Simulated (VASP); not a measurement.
Input of a VASP 6.6.1 run:

The input INCAR:

```
SYSTEM = Zn
  PREC = Accurate
  ENCUT = 600
  EDIFF = 1E-7
  ISMEAR = 0
  SIGMA = 0.1
  LREAL = .False.
  LASPH = .True.
  NELM = 60
  ALGO = Fast
  ISIF = 3
  LWAVE = .False.
  LCHARG = .False.
  GGA = CA
  IBRION = 2
  NSW = 90
  EDIFFG = -0.005
```

File KPOINTS:

```
Automatic mesh
0
Gamma
  18 18 10
  0 0 0
```

The input POSCAR:

```
Zn
1.0
    2.6143598000      0.0000000000      0.0000000000
   -1.3071799000      2.2641020000      0.0000000000
    0.0000000000      0.0000000000      4.8731610200
Zn
2
Direct
    0.3333333300      0.6666666700      0.2500000000
    0.6666666700      0.3333333300      0.7500000000
```

Potentials or basis: VASP PAW LDA potentials, release 64 (Zn).

Launch:

```bash
$ cat potpaw_LDA.64/Zn/POTCAR > POTCAR
$ mpirun -np 1 vasp_std > vasp.out
```

Problem. What does it give for the relaxed cell?

Solution. a = 2.557 Å, b = 2.557 Å, c = 4.857 Å, α = 90.00°, β = 90.00°, γ = 120.00°.

Problem. What does it give for the band gap on the k mesh?

Solution. None (metal or under the smearing width).

Problem. What does it give for the relaxed volume?

Solution. 13.75 Å³/atom.

Final structure:
```
Zn
1.0
     2.55670    0.00000    0.00000
    -1.27835    2.21417    0.00000
     0.00000    0.00000    4.85689
Zn
2
Direct
  0.33333 0.66667 0.25000
  0.66667 0.33333 0.75000
```
